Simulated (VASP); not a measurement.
Input of a VASP 6.6.1 run:

Contents of INCAR:

```
SYSTEM = Ag
PREC = Accurate
ENCUT = 400
EDIFF = 1E-7
ISMEAR = 0
SIGMA = 0.01
LREAL = .False.
LASPH = .True.
NELM = 60
ALGO = Fast
ISIF = 2
LWAVE = .False.
LCHARG = .False.
ISPIN = 2
MAGMOM = 0.5
LORBIT = 11
NUPDOWN = 1
LMAXMIX = 4
GGA = PE
IVDW = 11
NBANDS = 16
ISYM = 0
```

File KPOINTS:

```
Automatic mesh
0
Gamma
  1 1 1
  0 0 0
```

POSCAR

```
Ag                                      
1.0
   10.5000000000      0.0000000000      0.0000000000
    0.0000000000     11.0000000000      0.0000000000
    0.0000000000      0.0000000000     11.5000000000
  Ag            
     1
Selective dynamics
Direct
     0.5000000000000000    0.5045454544999970    0.5000000000000000   F   F   F
```

Potentials or basis: VASP PAW PBE potentials, release 64 (Ag).

The run is started by

```bash
$ cat potpaw_PBE.64/Ag/POTCAR > POTCAR
$ mpirun -np 4 vasp_gam > vasp.out
```

Predict the dispersion energy per atom.

-0.001 eV.

Caveat: the total moment is fixed, so each spin has its own Fermi level.
